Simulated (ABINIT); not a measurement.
Input of an ABINIT 10.8.3 (patched build) run:

run.abi

```
pp_dirpath "./"
pseudos "Si.upf"

acell 3*1.0
rprim
    -6.2841789508     6.2841789508     3.6327824033
     6.2841789508    -6.2841789508     3.6327824033
     6.2841789508     6.2841789508    -3.6327824033
ntypat 1
znucl 14
natom 4
typat 1 1 1 1
xred
     0.8211989400     0.1788010600     0.0000000000
     0.1788010600     0.8211989400     0.0000000000
     0.8211989400     0.8211989400     0.6423978800
     0.1788010600     0.1788010600     0.3576021200

ecut 14.0

kptopt 1
ngkpt 6 6 6
nshiftk 1
shiftk 0.0 0.0 0.0

ixc -428

nband 10
occopt 1

nstep 60
diemac 6.0
toldfe 1.0e-7

iomode 3
prtwf 0
prtden 0
prteig 0
prtebands 0
enunit 2
```

Potentials or basis: PseudoDojo NC SR PBE v0.4.1 standard.

Command:

```console
$ mpirun --bind-to none -np 8 abinit run.abi > log 2>&1
```

Q: What does it give for the pressure?

A: 0.2 GPa.

Q: Estimate the largest force.

A: 0.020 eV/Å.

Q: What does it give for the band gap on the k mesh?

A: 0.80 eV, indirect (least direct gap 0.96 eV).

Forces on the atoms (eV/Å):
```
Si  -0.014  0.014  0.000
Si   0.014 -0.014  0.000
Si   0.014  0.014  0.000
Si  -0.014 -0.014  0.000
```

Caveat: Libxc's HSE differs a little from that of other programs; the potentials were made for another functional, which shifts forces and pressure. A k mesh can miss the band edges.
